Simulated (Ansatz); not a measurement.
## Compressing Sr

Computed with Ansatz, DFT r2SCAN, scalar-relativistic, plane waves, PAW. Run with 500 eV cutoff, 12×12×6 k-mesh, Gaussian smearing of 0.10 eV, no spin polarisation.

Starting point, cell and atoms relaxed:

```yaml
crystal:
  lattice:
    - [4.30626, 0.00000, 0.00000]
    - [-2.15313, 3.72933, 0.00000]
    - [0.00000, 0.00000, 7.11696]
  atoms:
    - { symbol: Sr, position: [0.33333, 0.66667, 0.25000] }
    - { symbol: Sr, position: [0.66667, 0.33333, 0.75000] }
```

Cell and atoms are relaxed at each pressure within the symmetry of the start, at zero temperature, so transitions that lower the symmetry aren't seen. The k-mesh given is that at zero pressure and may differ at others. a, b and c are the lengths of the cell vectors above. ΔH is E + PV over the energy at zero pressure.

```tsv
P (GPa)	V (Å³/atom)	V/V0	a (Å)	b (Å)	c (Å)	ΔH (eV/atom)
-2	?	?	?	?	?	?
0	57.15	1.000	4.306	4.306	7.117	0.000
2	49.86	0.872	4.107	4.107	6.825	0.665
5	42.75	0.748	3.894	3.894	6.510	1.527
10	36.02	0.630	3.670	3.670	6.178	2.744
20	?	?	?	?	?	?
```

Problem. What stands in the row for -2 GPa?

Solution. V 73.02 Å³/atom; V/V0 1.278; a 4.693 Å; b 4.693 Å; c 7.658 Å; ΔH -0.793 eV/atom.

Problem. What stands in the row for 20 GPa?

Solution. V 28.66 Å³/atom; V/V0 0.502; a 3.408 Å; b 3.408 Å; c 5.699 Å; ΔH 4.736 eV/atom.

This form isn't the element's structure at ambient conditions.